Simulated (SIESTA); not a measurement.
Crystal: CdTe.

```
Te Cd
1.0
     0.00000    3.20500    3.20500
     3.20500    0.00000    3.20500
     3.20500    3.20500    0.00000
Te Cd
1 1
Direct
  0.75000 0.75000 0.75000
  0.00000 0.00000 0.00000
```

```yaml
Program: SIESTA 5.4.2
Task: relaxation of cell and atoms
Functional: PBE
Potentials_or_basis: PseudoDojo 0.4 standard (PBE files)
Basis: DZP (energy shift 0.003 Ry; two zetas on semicore shells)
Grid_cutoff: 1200 Ry
Energy_shift: 0.003 Ry
k_mesh: 5 × 5 × 5
Occupations: fermi-dirac, width 0.05 eV
Spin: no spin polarisation
```

At the start: pressure 4.1 GPa; volume 32.92 Å³/atom.

Q: Where does the relaxation end?

A: Over 4 steps the energy falls by 34.6 meV/atom and the volume is 35.93 Å³/atom (+9.1 %); space group F-43m (No. 216, to 0.05 Å).

The path:
```
step  energy change (eV)  largest force (eV/Å)  pressure (GPa)  volume (Å³)
   1              0.0000                0.0000            4.07        65.84
   2             -0.0068                0.0000            3.85        66.12
   3             -0.0689                0.0001            0.22        71.44
   4             -0.0692                0.0001            0.00        71.86
```

Final structure:
```xyz
2
Lattice="0.0001 3.2998 3.2998 3.2998 0.0001 3.2998 3.2998 3.2998 0.0001" Properties=species:S:1:pos:R:3 pbc="T T T"
Te    4.9497    4.9497    4.9497
Cd    0.0000    0.0000    0.0000
```

Caveat: the basis of atomic orbitals isn't converged, which shifts pressures, moduli and gaps.
